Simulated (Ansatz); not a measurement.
Ru: what relativity and spin–orbit coupling change

```
Ru
1.0
     2.70580    0.00000    0.00000
    -1.35290    2.34329    0.00000
     0.00000    0.00000    4.28190
Ru
2
Direct
  0.33333 0.66667 0.25000
  0.66667 0.33333 0.75000
```

Atom numbers follow the list: Ru1, Ru2.

The cell is COD entry 9017842, as deposited and not checked against the literature; nothing was relaxed.

One fixed cell is solved with PBE by full-potential LAPW in Ansatz 0.2.0 under different relativistic treatments. Pressure is positive in compression.

Numerical set-up: a Γ-centred 14×14×8 k mesh, Fermi–Dirac smearing of 0.03 eV, basis error target 0.5 meV/atom, no spin polarisation.

| setting | P (GPa) |
| --- | --- |
| scalar-relativistic | 4.49 |
| non-relativistic | ? |
| with spin–orbit coupling | ? |
| scalar-relativistic, point nuclei | 4.49 |

Question: Fill in "P (GPa)" for the row "non-relativistic".

Answer: 13.02.

Question: Give the missing entry: row "with spin–orbit coupling", column "P (GPa)".

Answer: 4.63.
